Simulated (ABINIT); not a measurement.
Input of an ABINIT 10.8.3 (patched build) run:

The input run.py:

```python
import json, os
import numpy as np
from ase.units import GPa
from ase.calculators.abinit import Abinit, AbinitProfile
from ase.io import read

atoms = read('POSCAR')

profile = AbinitProfile(command='abinit', pp_paths=[os.path.abspath('pseudos')])
params = dict(
    pps='pawxml', xc='PBE',
    ecut=680.2847,
    pawecutdg=1278.9352,
    kptopt=1,
    ngkpt=[7, 7, 7],
    nshiftk=1,
    shiftk=[0.0, 0.0, 0.0],
    ixc=11,
    nband=12,
    occopt=3,
    tsmear=0.05,
    nstep=100,
    tolvrs=1e-09,
    prtwf=0,
    prtden=0,
)

atoms.calc = Abinit(profile=profile, directory='run', **params)
energy = atoms.get_potential_energy()
forces = atoms.get_forces()
stress = atoms.get_stress()
print(f'energy {energy:.6f} eV')
print('forces (eV/A)')
print(np.round(forces, 5))
print('stress (GPa, Voigt, tension positive)', np.round(stress / GPa, 4))
json.dump(dict(energy=energy, forces=forces.tolist(), stress=stress.tolist(), cell=atoms.cell.tolist(), frac=atoms.get_scaled_positions(wrap=False).tolist()), open('results.json', 'w'))
```

File POSCAR:

```
KCl
1.0
    3.8391960000      0.0000000000      0.0000000000
    0.0000000000      3.8391960000      0.0000000000
    0.0000000000      0.0000000000      3.8391960000
K Cl
1 1
Direct
    0.0000000000      0.0000000000      0.0000000000
    0.5000000000      0.5000000000      0.5000000000
```

Potentials or basis: JTH PAW PBE v2.0.

Command:

```sh
$ python run.py
```

(1) What does it give for the band gap on the k mesh?

(2) What does it give for the pressure?

Results:

(1) 4.82 eV, indirect (least direct gap 5.00 eV).

(2) -0.1 GPa.

Caveat: an odd mesh through Γ misses points on the zone boundary, where band edges often lie.
